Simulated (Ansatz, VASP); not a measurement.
## CaSe: VASP beside Ansatz

```
Ca Se
1.0
     0.00000    2.96754    2.96754
     2.96754    0.00000    2.96754
     2.96754    2.96754    0.00000
Ca Se
1 1
Cartesian
  0.0000 0.0000 0.0000
  2.9675 2.9675 2.9675
```

Alike in both runs: task single point; functional r2SCAN; k mesh 6 × 6 × 6; occupations gaussian, width 0.2 eV; no spin polarisation.

|  | VASP | Ansatz |
| --- | --- | --- |
| version | VASP 6.6.1 | Ansatz 0.2.0 |
| potentials or method | VASP PAW PBE potentials, release 64 (Ca_sv, Se) | plane waves |
| plane-wave cutoff (eV) | 520 | 500 |
| valence electrons in the cell | 16 | 26 |

```tsv
	VASP	Ansatz	Ansatz less VASP
gap on the k mesh at the Fermi level (eV)	2.52	2.52	0.000
pressure (GPa)	0.2	0.0	-0.24
```

The two sets of potentials don't hold the same shells in valence.

Caveats: the PAW data sets were made with another functional, which shifts forces and pressure a little (VASP). r2SCAN opens gaps a little over a GGA but as a rule still falls short of measured ones. A k mesh can miss the band edges.
